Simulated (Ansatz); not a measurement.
Relaxing an invented AlN structure

Theory: DFT PBE, scalar-relativistic, plane waves, PAW in Ansatz 0.2.0. Cutoff 420 eV, Gaussian smearing, Γ-centred meshes. Cell and atoms relax first on a coarse mesh and then on a converged one. In between, the cell is made exact in the group found at 0.06 Å. The steps can't lower the symmetry of their start. No spin polarisation.

A trial structure of AlN was built thus: 4-connected net, two elements alternating (P4_2/mnm, No. 136). Its size is a rough estimate.

```
CELL_PARAMETERS angstrom
5.05710 0.00000 0.00000
0.00000 5.05710 0.00000
0.00000 0.00000 3.03516
ATOMIC_POSITIONS crystal
Al 0.68050 0.68050 0.00000
Al 0.18050 0.81950 0.50000
Al 0.81950 0.18050 0.50000
Al 0.31950 0.31950 0.00000
N 0.81950 0.81950 0.50000
N 0.18050 0.18050 0.50000
N 0.68050 0.31950 0.00000
N 0.31950 0.68050 0.00000
```

The zero of energy is the elements' standard structures at the same level (N₂ as a molecule); no fitted shifts are applied.

Problem. Which structure results?

Solution. The symmetry stays P4_2/mnm (No. 136). The volume per atom grows by 14.2 %, from 9.7 to 11.1 Å³. The shortest distance goes from 1.81 Å (Al–N) to 1.88 Å (Al–N). The energy falls by about 0.13 eV/atom (the start's value is from the coarse mesh). Conventional cell: a = 5.329 Å, c = 3.122 Å. Al has 4 N at 1.88–1.93 Å; N is surrounded by 4 Al at 1.88–1.93 Å.

```
Al N
1.0
     5.32911    0.00000    0.00000
     0.00000    5.32911    0.00000
     0.00000    0.00000    3.12184
Al N
4 4
Direct
  0.67699 0.67699 0.00000
  0.17699 0.82301 0.50000
  0.82301 0.17699 0.50000
  0.32301 0.32301 0.00000
  0.81542 0.81542 0.50000
  0.18458 0.18458 0.50000
  0.68458 0.31542 0.00000
  0.31542 0.68458 0.00000
```

Problem. Give its energy and gap.

Solution.

* Energy over the elements: −1.338 eV/atom
* Gap on the 4×4×8 mesh of the 8-atom cell: 3.74 eV

Whether it is stable depends on the other phases of the system, which aren't compared here.

The last run used Gaussian smearing of 0.02 eV. Kohn–Sham gaps at this level usually fall short of measured ones. Symmetry constrained the relaxation, so the result can be a saddle point. In all, the 3 runs took 39 s on 1 thread of AMD EPYC 7R43 64-Core Processor (Zen 3), on a shared host.
